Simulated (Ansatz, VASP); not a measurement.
# One calculation of PbSe, two programs

INCAR

```
SYSTEM = PbSe
  PREC = Accurate
  ENCUT = 520
  EDIFF = 1E-6
  ISMEAR = -1
  SIGMA = 0.01
  LREAL = .FALSE.
  LASPH = .TRUE.
  NELM = 80
  ALGO = Normal
  ISIF = 2
  LWAVE = .FALSE.
  LCHARG = .FALSE.
  GGA = PE
  NBANDS = 17
```

Contents of KPOINTS:

```
regular mesh
0
G
  9 9 9
  0 0 0
```

POSCAR

```
PbSe
1.0
   -0.0612430000      3.0315285000      3.0315285000
    3.0315285000     -0.0612430000      3.0315285000
    3.0315285000      3.0315285000     -0.0612430000
Pb Se
1 1
Direct
    0.0000000000      0.0000000000      0.0000000000
    0.5000000000      0.5000000000      0.5000000000
```

Input for Ansatz:

```yaml
crystal:
  lattice:
    - [-0.061243, 3.0315285, 3.0315285]
    - [3.0315285, -0.061243, 3.0315285]
    - [3.0315285, 3.0315285, -0.061243]
  atoms:
    - { symbol: Pb, position: [0.0, 0.0, 0.0] }
    - { symbol: Se, position: [0.5, 0.5, 0.5] }
kpoints:
  mp_grid: { grid: [9, 9, 9] }
  band_path:
    path:
      - [0.0, 0.0, 0.0]
      - [0.5, 0.5, 0.5]
      - [0.2551801333, 0.5, 0.7448198667]
      - [-0.2551801333, 0.2551801333, 0.5]
      - [0.0, 0.0, 0.5]
      - [0.0, 0.0, 0.0]
      - [-0.3775900666, 0.0, 0.3775900666]
      - [0.0, 0.3775900666, 0.6224099334]
      - [0.0, 0.5, 0.5]
    npoints: 5
scf:
  occupations: { method: fermi_dirac, width: 0.01 }
hamiltonian:
  xc: pbe
  pseudopotentials: { kind: all_electron, lapw: { basis_error: 0.00025 } }
output:
  forces: true
  stress: true
  eigenvalues: true
```

Change from the starting cell: equal xy, yz and zx shear strains of -2 %.

Alike in both runs: task single point; functional PBE; k mesh 9 × 9 × 9; occupations fermi-dirac, width 0.01 eV; no spin polarisation.

```csv
,VASP,Ansatz
version,VASP 6.6.1,Ansatz 0.2.0
potentials or method,"VASP PAW PBE potentials, release 64 (Pb_d, Se)","all-electron LAPW, scalar-relativistic"
plane-wave cutoff (eV),520,see its input
```

```csv
,VASP,Ansatz,Ansatz less VASP
gap on the k mesh at the Fermi level (eV),0.51,0.51,-0.002
pressure (GPa),2.3,2.3,+0.03
largest component of the traceless stress (GPa),0.32,0.32,-0.001
```

Ansatz ran all-electron here, so the differences hold the error of VASP's frozen core and of both bases.

Caveats: spin-orbit coupling is left out, which as a rule narrows the gap of such compounds by several tenths of an eV; an odd mesh through Γ misses points on the zone boundary, where band edges often lie.
